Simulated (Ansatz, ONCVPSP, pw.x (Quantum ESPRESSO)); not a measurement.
**What a changed setting does to a pw.x run (fcc Te)**

Potential: optimised norm-conserving Vanderbilt (ONCV), ONCVPSP 4.0.1.1 (patched build), PBE; core [Ar] 3d10, reference 4s2 4p6 4d10 5s2 5p4; waves: 4s+5s: rc 1.35 bohr, ncon 5, nbas 9, qcut 9.8 1/bohr, 2 projectors; 4p+5p: rc 1.45 bohr, ncon 3, nbas 8, qcut 10.8 1/bohr, 2 projectors; 4d: rc 1.15 bohr, ncon 4, nbas 8, qcut 10.8 1/bohr, 2 projectors, debl 2.9 Ha; local part: polynomial inside 1.10 bohr (lpopt 4, dvloc0 6 Ha); core correction: none.

The reference run (k-mesh 12³, cutoffs 135/540 Ry, Fermi–Dirac 0.01 Ry, mixing_beta 0.4, conv_thr 1e-9, no spin) gives 0.33 GPa at 28.359 Å³/atom, where all-electron LAPW gives 0.13 GPa. This run, with its own iteration cap, changes nbnd to 15.

```
&control
  calculation='scf', prefix='x', pseudo_dir='./', outdir='./tmp', tstress=.true., disk_io='none'
/
&system
  ibrav=0, nat=1, ntyp=1, ecutwfc=135, ecutrho=540, nbnd=15,
  occupations='smearing', smearing='fd', degauss=0.01
/
&electrons
  conv_thr=1e-09, mixing_beta=0.4, electron_maxstep=50
/
ATOMIC_SPECIES
Te 1.0 Te.UPF
CELL_PARAMETERS angstrom
  0.00000000 2.42039904 2.42039904
  2.42039904 0.00000000 2.42039904
  2.42039904 2.42039904 0.00000000
ATOMIC_POSITIONS crystal
Te 0.0000 0.0000 0.0000
K_POINTS automatic
12 12 12 0 0 0
```

```bash
pw.x < Te.scf.in > Te.scf.out
```

How does the run end?

It converges in 7 iterations; the free energy moves by +0.0 meV/atom and the pressure by -0.02 GPa. The result is that of the reference run.

```
Message from routine setup:
     using ibrav=0 with symmetry is DISCOURAGED, use correct ibrav instead
     lattice parameter (alat)  =       6.4685  a.u.
     unit-cell volume          =     191.3760 (a.u.)^3
     number of electrons       =        24.00
     number of Kohn-Sham states=           15
     kinetic-energy cutoff     =     135.0000  Ry
     charge density cutoff     =     540.0000  Ry
     scf convergence threshold =      1.0E-09
     Exchange-correlation= PBE
     number of k points=    72  Fermi-Dirac smearing, width (Ry)=  0.0100
     iteration #  1     ecut=   135.00 Ry     beta= 0.40
     total energy              =    -536.86550424 Ry
     estimated scf accuracy    <       0.00172494 Ry
     iteration #  2     ecut=   135.00 Ry     beta= 0.40
     total energy              =    -536.86553055 Ry
     estimated scf accuracy    <       0.00039217 Ry
     iteration #  3     ecut=   135.00 Ry     beta= 0.40
     total energy              =    -536.86556312 Ry
     estimated scf accuracy    <       0.00002012 Ry
     iteration #  4     ecut=   135.00 Ry     beta= 0.40
     total energy              =    -536.86556587 Ry
     estimated scf accuracy    <       0.00000050 Ry
     iteration #  5     ecut=   135.00 Ry     beta= 0.40
     total energy              =    -536.86556518 Ry
     estimated scf accuracy    <       0.00000225 Ry
     iteration #  6     ecut=   135.00 Ry     beta= 0.40
     total energy              =    -536.86556555 Ry
     estimated scf accuracy    <          4.2E-09 Ry
     iteration #  7     ecut=   135.00 Ry     beta= 0.40
     the Fermi energy is    12.9695 ev
!    total energy              =    -536.86556555 Ry
     estimated scf accuracy    <          7.2E-11 Ry
     smearing contrib. (-TS)   =      -0.00432224 Ry
     The total energy is F=E-TS. E is the sum of the following terms:
     one-electron contribution =    -388.92558748 Ry
     hartree contribution      =     181.80765445 Ry
     xc contribution           =     -41.05252352 Ry
     ewald contribution        =    -288.69078676 Ry
     convergence has been achieved in   7 iterations
          total   stress  (Ry/bohr**3)                   (kbar)     P=        3.07
     Message from routine punch:
     Nothing written, as per user request (disk_io='none')
```

The run took about 55 s on one core of a shared host (Neoverse-V2, 96 threads, 742 GiB, load 44).
